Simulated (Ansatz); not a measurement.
## What DFT gives for La

```
CELL_PARAMETERS angstrom
-1.99471 1.99471 1.99471
1.99471 -1.99471 1.99471
1.99471 1.99471 -1.99471
ATOMIC_POSITIONS crystal
La 0.00000 0.00000 0.00000
```

Level: PBE, no spin polarisation; 420 eV; 12×12×12 Γ-centred mesh; fermi-dirac occupations (width 0.0112 eV); Ansatz 0.2.0, fixed geometry.

Q: What does the stress say?

A: The pressure is 5.8 GPa (compression positive), so with the atoms held at these fractions the cell would first expand.

Q: Describe some of the short contacts.

A: La–La at 3.45 Å: least valence density 0.13 e/Å³ and ELF 0.10 there. Both are smooth PAW fields, read partly inside the augmentation spheres.

Q: Metal or insulator?

A: It is a metal, with about 2.8 states/eV a cell as the mean within 0.25 eV of the Fermi level, mostly La d (85 %).

Origin: a known structure type with other elements, at an estimated volume, so it need not be a known compound. Caveats: many states at the Fermi level without spin polarisation, so a magnetic state may lie lower; f levels without a U or exact exchange are poorly placed.
